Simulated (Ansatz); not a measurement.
## Structural energy differences of gold

Computed with DFT, PBE, plane waves (420 eV) with PAW, scalar-relativistic in Ansatz 0.2.0.

Each structure is relaxed within its own symmetry, so a high-lying one may be dynamically unstable.

| structure | ΔE (meV/atom) | V (Å³/atom) | cell | magnetic state |
| --- | --- | --- | --- | --- |
| fcc | 0 | 17.95 | a = 4.157 Å | spin not included |
| dhcp | 3 | 17.98 | a = 2.918 Å, c = 9.755 Å (c/a = 3.343) | spin not included |
| hcp | 6 | 17.98 | a = 2.916 Å, c = 4.885 Å (c/a = 1.676) | spin not included |
| bcc | 18 | 18.01 | a = 3.303 Å | spin not included |
| omega (AlB2-type) | 62 | 18.36 | a = 4.740 Å, c = 2.832 Å (c/a = 0.597) | spin not included |
| A15 | 118 | 18.59 | a = 5.299 Å | spin not included |
| simple cubic | 198 | 20.75 | a = 2.748 Å | spin not included |
| diamond | 715 | 29.22 | a = 6.160 Å | spin not included |

ΔE counts from fcc.

Differences under about 8 meV lie within the error of the k-point mesh.
